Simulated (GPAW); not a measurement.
# Al2O3 (Pnnm) in GPAW: further runs

The runs below take Al2O3 through dielectric tensor, with LDA.

Program: GPAW 26.7.0. These are calculated values, not measurements. Logs are shortened: lines on timing, memory, paths and dates and some standing lists are left out, and cuts for length are marked. The log counts tension as positive stress, the text compression.

## Step 1: The crystal as given

It takes space group Pnnm (No. 58, orthorhombic). Conventional cell: a = 4.674 Å, b = 9.689 Å, c = 3.161 Å, α = 90.00°, β = 90.00°, γ = 90.00°. Al (site symmetry m) has 4 O at 1.70 to 1.85 Å as nearest neighbours. O (site symmetry 2/m) is surrounded by 2 Al at 1.70 Å. Around O (site symmetry m) lie 3 Al at 1.84 to 1.85 Å.

Measurements of this composition are mostly on another form, of space group No. 167.

## Step 2: Dielectric tensor, LDA

Input file run.py:

```python
import numpy as np
from ase import Atoms
from ase.dft.bandgap import bandgap
from ase.io import write
from gpaw import GPAW, PW
from gpaw.response.df import DielectricFunction

atoms = Atoms(['Al', 'Al', 'Al', 'Al', 'O', 'O', 'O', 'O', 'O', 'O'],
              cell=[[4.6744915547, 0.0, 0.0],
                    [0.0, 9.6891260502, 0.0],
                    [0.0, 0.0, 3.1609175239]],
              scaled_positions=[[0.982975, 0.824573, 0.0],
                                [0.017025, 0.175427, 0.0],
                                [0.482975, 0.675427, 0.5],
                                [0.517025, 0.324573, 0.5],
                                [0.5, 0.5, 0.5],
                                [0.123635, 0.75305, 0.5],
                                [0.376365, 0.25305, 0.0],
                                [0.623635, 0.74695, 0.0],
                                [0.0, 0.0, 0.0],
                                [0.876365, 0.24695, 0.5]],
              pbc=True)

calc = GPAW(mode=PW(600),
            xc='LDA',
            kpts={'size': (4, 2, 6), 'gamma': True},
            occupations={'name': 'fermi-dirac', 'width': 0.001},
            nbands=44,
            convergence={'density': 1e-06},
            maxiter=150,
            txt='gpaw.txt')
atoms.calc = calc
energy = atoms.get_potential_energy()
calc.write('gs.gpw')
write('result.traj', atoms)
print(f'Energy: {energy:.6f} eV')
print('Fermi level:', round(calc.get_fermi_level(), 4), 'eV')
print(f'Gap: {bandgap(calc)[0]:.4f} eV, direct: {bandgap(calc, direct=True)[0]:.4f} eV')

for size in [(2, 2, 3)]:
    name = 'x'.join(str(n) for n in size)
    dense = calc.fixed_density(kpts={'size': size, 'gamma': True},
                               nbands=110, convergence={'bands': 104, 'eigenstates': 1e-7},
                               update_fermi_level=True, txt=f'dense-{name}.txt')
    dense.write(f'{name}.gpw', mode='all')
    df = DielectricFunction(f'{name}.gpw', frequencies=np.array([0.0]), hilbert=False, eta=0.001,
                            ecut=80, nbands=104, intraband=False, txt=f'df-{name}.txt')
    for xc in ['RPA']:
        for direction in ['x', 'y', 'z', [0, 1, 1], [1, 0, 1], [1, 1, 0]]:
            e0, e = df.get_macroscopic_dielectric_constant(xc=xc, direction=direction)
            print(f'{name} {xc} {direction}: {e0:.4f} without, {e:.4f} with local fields')
```

Potentials or basis: the program's PAW data sets (release 1.2.1) made for this functional, pw.

The run is started by

```console
OMP_NUM_THREADS=1 python run.py
```

gpaw.txt:

```text
__  _  _
 | _ |_)|_||  |
 |__||  | ||/\| - 26.7.0

Input parameters:
  mode=PW(ecut=600.0),
  convergence={'density': 1e-06},
  kpts=MonkhorstPack(size=(4, 2, 6), gamma=True),
  maxiter=150,
  nbands=44,
  occupations=Occupations(name='fermi-dirac', width=0.001),
  xc=XC(name='LDA')

Diagonalizing LCAO Hamiltonian
Converting LCAO to pw mode
       .----------.
      /|          |
     / |          |
    /  O          |
   /   .--Al------.
  /   /  O       Al
 *   /   Al O   /
 |  /       O  /
 | /   O      /
 |/l         /
 O----------*

Atoms  # Å, Bohr magnetons
|   | symbol |        x |        y |        z |    initial magnetic moments |
|---|--------|----------|----------|----------|-----------------------------|
| 0 |     Al | 4.594908 | 7.989392 | 0.000000 | ( 0.0000,  0.0000,  0.0000) |
| 1 |     Al | 0.079583 | 1.699734 | 0.000000 | ( 0.0000,  0.0000,  0.0000) |
| 2 |     Al | 2.257663 | 6.544297 | 1.580459 | ( 0.0000,  0.0000,  0.0000) |
| 3 |     Al | 2.416829 | 3.144829 | 1.580459 | ( 0.0000,  0.0000,  0.0000) |
| 4 |      O | 2.337246 | 4.844563 | 1.580459 | ( 0.0000,  0.0000,  0.0000) |
| 5 |      O | 0.577931 | 7.296396 | 1.580459 | ( 0.0000,  0.0000,  0.0000) |
| 6 |      O | 1.759315 | 2.451833 | 0.000000 | ( 0.0000,  0.0000,  0.0000) |
| 7 |      O | 2.915177 | 7.237293 | 0.000000 | ( 0.0000,  0.0000,  0.0000) |
| 8 |      O | 0.000000 | 0.000000 | 0.000000 | ( 0.0000,  0.0000,  0.0000) |
| 9 |      O | 4.096561 | 2.392730 | 1.580459 | ( 0.0000,  0.0000,  0.0000) |

Unit cell  # Å
| periodic |        x |        y |        z |  lengths |    angles |
|----------|----------|----------|----------|----------|-----------|
|      yes | 4.674492 | 0.000000 | 0.000000 | 4.674492 | 90.000000 |
|      yes | 0.000000 | 9.689126 | 0.000000 | 9.689126 | 90.000000 |
|      yes | 0.000000 | 0.000000 | 3.160918 | 3.160918 | 90.000000 |

Number of symmetries: 4
Symmetry operations  # r_c * U_cc + t_c -> r_c
|   | kind |            matrix            |
|---|------|------------------------------|
| 0 |  E   |  1, 0, 0,  0, 1, 0,  0, 0, 1 |
| 1 |  σ   |  1, 0, 0,  0, 1, 0,  0, 0,-1 |
| 2 |  C2  | -1, 0, 0,  0,-1, 0,  0, 0, 1 |
| 3 |  i   | -1, 0, 0,  0,-1, 0,  0, 0,-1 |

BZ-sampling:
  Number of BZ points: 48
  Number of IBZ points: 24

  Monkhorst-Pack size: [4, 2, 6]
  Monkhorst-Pack shift: [0.125, 0.25, 0.08333333333333333]

K-points  # in reciprocal-cell coordinates
|     |                                coordinates |     weight |
|-----|--------------------------------------------|------------|
|   0 | (  0.00000000,   0.00000000,   0.00000000) | 0.02083333 |
|   1 | (  0.00000000,   0.00000000,   0.16666667) | 0.04166667 |
|   2 | (  0.00000000,   0.00000000,   0.33333333) | 0.04166667 |
|   3 | (  0.00000000,   0.00000000,   0.50000000) | 0.02083333 |
|   4 | (  0.00000000,   0.50000000,   0.00000000) | 0.02083333 |
|   5 | (  0.00000000,   0.50000000,   0.16666667) | 0.04166667 |
|   6 | (  0.00000000,   0.50000000,   0.33333333) | 0.04166667 |
|   7 | (  0.00000000,   0.50000000,   0.50000000) | 0.02083333 |
|   8 | (  0.25000000,   0.00000000,   0.00000000) | 0.04166667 |
|   9 | (  0.25000000,   0.00000000,   0.16666667) | 0.08333333 |
| ... |                                            |            |
|  23 | (  0.50000000,   0.50000000,   0.50000000) | 0.02083333 |

Plane wave coefficients: 4803
Cutoff: 600.0 eV

Spin-components: 1 (collinear spins)
Bands:           44
Projectors:      50
Spin-degeneracy: 2
Datatype:        complex128

Parallelization:
  kpt:    1
  domain: 1
  band:   1

Density:
  Valence electrons: 48.0
  Components: 1
  Grid points: [27 56 18]
  Charge: 0.0  # |e|

Potential:
  Grid points: [27 56 18]

species:
  Al:
    name:    Aluminium
    Z:       13.0
    valence: 3
    core:    10
    charge:  0.0  # [|e|]
    compensation charges:
      type: gauss
      rc: 0.34  # [Å]
      lmax: 2
    cutoffs:
      filter: 1.91  # [Å]
      core: 2.36  # [Å]
    projectors
    | kind |    occ | energy [eV] | rcut [Å] |
    |------|--------|-------------|----------|
    |   3s |  2.000 |      -7.830 |    1.085 |
    |   3p |  1.000 |      -2.783 |    1.085 |
    |    s |        |      19.382 |    1.085 |
    |    p |        |      24.428 |    1.085 |
    |    d |        |       0.000 |    1.085 |

    Using partial waves for Al as LCAO basis

  O:
    name:    Oxygen
    Z:       8.0
    valence: 6
    core:    2
    charge:  0.0  # [|e|]
    compensation charges:
      type: gauss
      rc: 0.21  # [Å]
      lmax: 2
    cutoffs:
      filter: 1.17  # [Å]
      core: 0.83  # [Å]
    projectors
    | kind |    occ | energy [eV] | rcut [Å] |
    |------|--------|-------------|----------|
    |   2s |  2.000 |     -23.752 |    0.688 |
    |   2p |  4.000 |      -9.195 |    0.598 |
    |    s |        |       3.459 |    0.688 |
    |    p |        |      18.016 |    0.598 |
    |    d |        |       0.000 |    0.619 |

    Using partial waves for O as LCAO basis

Reference energy: -38481.133639  # eV

eigensolver:
  PPCG
  Converge bands: occupied
  niter=2

density mixing:
  MSR1-Mixer
  Pratt-step length: 0.05
  Maximum mixing coefficient: 0.75
  Old densities: 10
  SVD Regularization: 0.005
  Good broyden scale: 1.0
  Trust region scale: 1.0
  Backstep threshold: 4.0
  History deletion threshold: 6.0
  Fourier metric: weight=20.0, sigma=0.015

occupation numbers:
  Fermi-Dirac:
    width: 0.0010  # eV

poisson solver:
  ecut: 4800.0  # eV

xc functional:
  name: None

convergence criteria:
- Maximum integral of absolute [dens]ity change: 1e-06 electrons / valence electron
- Maximum [total energy] change in last 3 cyles: 0.0005 eV / valence electron
- Maximum integral of absolute [eigenst]ate change: 4e-08 eV^2 / valence electron
maximum number of iterations: 150

SCF iterations
|iter     | |      energy | eigst |  dens |
|---------|-|-------------|-------|-------|
|iter:   1| |  -90.992924 | +0.05 |       |
|iter:   2| |  -88.464070 | -1.74 | -0.65 |
|iter:   3| |  -81.058238 | -0.87 | -0.70 |
|iter:   4| |  -80.984664 | -2.51 | -1.27 |
|iter:   5| |  -80.972491 | -2.98 | -1.55 |
|iter:   6| |  -80.963914c| -3.59 | -2.14 |
|iter:   7| |  -80.963917c| -5.58 | -2.76 |
|iter:   8| |  -80.963937c| -6.30 | -3.10 |
|iter:   9| |  -80.963937c| -8.01c| -4.15 |
|iter:  10| |  -80.963937c| -7.82c| -4.85 |
|iter:  11| |  -80.963937c| -8.31c| -5.25 |
|iter:  12| |  -80.963937c| -9.36c| -5.74 |
|iter:  13| |  -80.963937c|-10.34c| -6.31c|

Converged in 13 steps
Energy contributions relative to reference atoms: (reference = -38481.133639)

Energy contributions:
  Kinetic:          60.439020
  Coulomb:         -59.865090
  Zero:              0.862399
  External:          0.000000
  Xc:              -82.400266
  Entropy:          -0.000000
  Spinorbit:         0.000000
  ----------------------------
  Free energy:     -80.963937
  Extrapolated:    -80.963937

dipole moment: (-13.055875, -27.061772, -37.276705)  # |e|*Ang

Fermi level: 1.455
Eigenvalues  # (at kpt = [0.000, 0.000, 0.000])
| band index |      eig [eV] | occ [0-2] |
|------------|---------------|-----------|
|          0 |       -17.177 |     2.000 |
|        ... |               |           |
|         16 |        -1.639 |     2.000 |
|         17 |        -0.873 |     2.000 |
|         18 |        -0.269 |     2.000 |
|         19 |         0.025 |     2.000 |
|         20 |         0.293 |     2.000 |
|         21 |         0.800 |     2.000 |
[... 8 lines left out ...]
|         30 |         9.378 |     0.000 |
|         31 |        10.326 |     0.000 |
|        ... |               |           |
|         43 |        17.168 |     0.000 |

Gap: 3.145 eV
Transition (v -> c):
  (s=0, k=0, n=23, [0.00, 0.00, 0.00]) -> (s=0, k=0, n=24, [0.00, 0.00, 0.00])
No difference between direct/indirect transitions
# Writing to gs.gpw (mode='')
```

It took 5.2 min on 1 thread of Arm Neoverse V1, shared host; peak memory 0.6 GiB.

Results:

| Item | Value |
| --- | --- |
| Free energy | -80.9639 eV |
| Band gap on the k mesh | 3.14 eV, direct |
| Electronic dielectric tensor (diagonal) | 2.54, 2.46, 2.77 |

Electronic dielectric tensor:
```
2.54 0.00 0.00
0.00 2.46 0.00
0.00 0.00 2.77
```

Caveat: the k mesh is coarse (spacing up to 0.67 Å⁻¹), so the values aren't converged; the long-wavelength limit can be off by a per cent or two; an odd mesh through Γ misses points on the zone boundary, where band edges often lie.

## Step 3: Dielectric tensor, LDA

This run uses another cell than the first one, of 14.59 Å³/atom, 1.019 times its volume.

run.py: that of step 2 with these lines changed.

```diff
@@ -8,5 +8,5 @@
 atoms = Atoms(['Al', 'Al', 'Al', 'Al', 'O', 'O', 'O', 'O', 'O', 'O'],
-              cell=[[4.6744915547, 0.0, 0.0],
-                    [0.0, 9.6891260502, 0.0],
-                    [0.0, 0.0, 3.1609175239]],
+              cell=[[4.704266189, 0.0, 0.0],
+                    [0.0, 9.7508418928, 0.0],
+                    [0.0, 0.0, 3.1810512994]],
               scaled_positions=[[0.982975, 0.824573, 0.0],
```

Potentials or basis: the program's PAW data sets (release 1.2.1) made for this functional, pw.

The run is started by

```console
OMP_NUM_THREADS=1 python run.py
```

gpaw.txt:

```text
__  _  _
 | _ |_)|_||  |
 |__||  | ||/\| - 26.7.0

Input parameters:
  mode=PW(ecut=600.0),
  convergence={'density': 1e-06},
  kpts=MonkhorstPack(size=(4, 2, 6), gamma=True),
  maxiter=150,
  nbands=44,
  occupations=Occupations(name='fermi-dirac', width=0.001),
  xc=XC(name='LDA')

Diagonalizing LCAO Hamiltonian
Converting LCAO to pw mode
       .-----------.
      /|           |
     / |           |
    /  O           |
   /   .---Al------.
  /   /   O       Al
 *   /   Al  O   /
 |  /        O  /
 | /   O       /
 |/l          /
 O-----------*

Atoms  # Å, Bohr magnetons
|   | symbol |        x |        y |        z |    initial magnetic moments |
|---|--------|----------|----------|----------|-----------------------------|
[... 162 lines left out ...]
|iter:   3| |  -80.876243 | -0.88 | -0.70 |
|iter:   4| |  -80.801190 | -2.50 | -1.27 |
|iter:   5| |  -80.788508 | -2.96 | -1.55 |
|iter:   6| |  -80.779327c| -3.56 | -2.13 |
|iter:   7| |  -80.779323c| -5.55 | -2.75 |
|iter:   8| |  -80.779343c| -6.27 | -3.09 |
|iter:   9| |  -80.779343c| -7.80c| -4.14 |
|iter:  10| |  -80.779343c| -8.42c| -4.71 |
|iter:  11| |  -80.779343c| -8.25c| -5.04 |
|iter:  12| |  -80.779343c| -9.35c| -5.72 |
|iter:  13| |  -80.779343c|-10.29c| -6.36c|

Converged in 13 steps
Energy contributions relative to reference atoms: (reference = -38481.133639)

Energy contributions:
  Kinetic:          51.989393
  Coulomb:         -52.996316
  Zero:              0.868156
  External:          0.000000
  Xc:              -80.640575
  Entropy:          -0.000000
  Spinorbit:         0.000000
  ----------------------------
  Free energy:     -80.779343
  Extrapolated:    -80.779343

dipole moment: (-13.141525, -27.239304, -37.522566)  # |e|*Ang

Fermi level: 1.355
Eigenvalues  # (at kpt = [0.000, 0.000, 0.000])
| band index |      eig [eV] | occ [0-2] |
|------------|---------------|-----------|
|          0 |       -17.216 |     2.000 |
|        ... |               |           |
|         16 |        -1.746 |     2.000 |
|         17 |        -0.979 |     2.000 |
|         18 |        -0.373 |     2.000 |
|         19 |        -0.092 |     2.000 |
|         20 |         0.201 |     2.000 |
|         21 |         0.686 |     2.000 |
[... 8 lines left out ...]
|         30 |         9.165 |     0.000 |
|         31 |        10.103 |     0.000 |
|        ... |               |           |
|         43 |        16.787 |     0.000 |

Gap: 3.022 eV
Transition (v -> c):
  (s=0, k=0, n=23, [0.00, 0.00, 0.00]) -> (s=0, k=0, n=24, [0.00, 0.00, 0.00])
No difference between direct/indirect transitions
# Writing to gs.gpw (mode='')
```

stdout:

```text
Energy: -80.779343 eV
Fermi level: 1.3553 eV
Gap: 3.0215 eV, direct: 3.0215 eV
2x2x3 RPA x: 2.7449 without, 2.5540 with local fields
2x2x3 RPA y: 2.6564 without, 2.4754 with local fields
2x2x3 RPA z: 2.9508 without, 2.7923 with local fields
2x2x3 RPA [0, 1, 1]: 2.8036 without, 2.6338 with local fields
2x2x3 RPA [1, 0, 1]: 2.8479 without, 2.6732 with local fields
2x2x3 RPA [1, 1, 0]: 2.7007 without, 2.5147 with local fields
```

df-2x2x3.txt:

```text
FrequencyGridDescriptor(from 0.000 to 0.000 eV, 1 points)
FrequencyGridDescriptor(from 0.000 to 0.000 eV, 1 points)

Calculating chi0 body with:
    Ground state adapter containing:
    Number of spins: 1
    Number of kpoints: 12
    Number of irreducible kpoints: 8
    Number of completely occupied states: 24
    Number of partially occupied states: 24

    Linear response parametrization:
    q_c: [0.0, 0.0, 0.0]
    Number of frequency points: 1
    Planewave cutoff: 80.0
    Number of bands: 104
    Number of planewaves: 237
    Broadening (eta): 0.001

Integrating chi0 body.

Symmetries of q_c:
    Direct symmetries (Uq -> q): 4
    Indirect symmetries (TUq -> q): 0
In total 4 allowed symmetries.

Integral kind: response function

Calculating chi0 optical extensions with:
    Ground state adapter containing:
    Number of spins: 1
    Number of kpoints: 12
    Number of irreducible kpoints: 8
    Number of completely occupied states: 24
    Number of partially occupied states: 24

    Linear response parametrization:
    Number of frequency points: 1
    Planewave cutoff: 80.0
    Number of bands: 104
    Number of planewaves: 237
    Broadening (eta): 0.001
Integrating chi0 head and wings.

Symmetries of q_c:
    Direct symmetries (Uq -> q): 4
    Indirect symmetries (TUq -> q): 0
In total 4 allowed symmetries.

Integral kind: response function wings

Finished calculating chi0
```

It took 5.4 min on 1 thread of Arm Neoverse V1, shared host; peak memory 0.61 GiB.

What came out:

| Quantity | Value |
| --- | --- |
| Free energy | -80.7793 eV |
| Band gap on the k mesh | 3.02 eV, direct |
| Electronic dielectric tensor (diagonal) | 2.55, 2.48, 2.79 |

Electronic dielectric tensor:
```
2.55 0.00 0.00
0.00 2.48 0.00
0.00 0.00 2.79
```

Caveat: the k mesh is coarse (spacing up to 0.67 Å⁻¹), so the values aren't converged; the long-wavelength limit can be off by a per cent or two; an odd mesh through Γ misses points on the zone boundary, where band edges often lie.
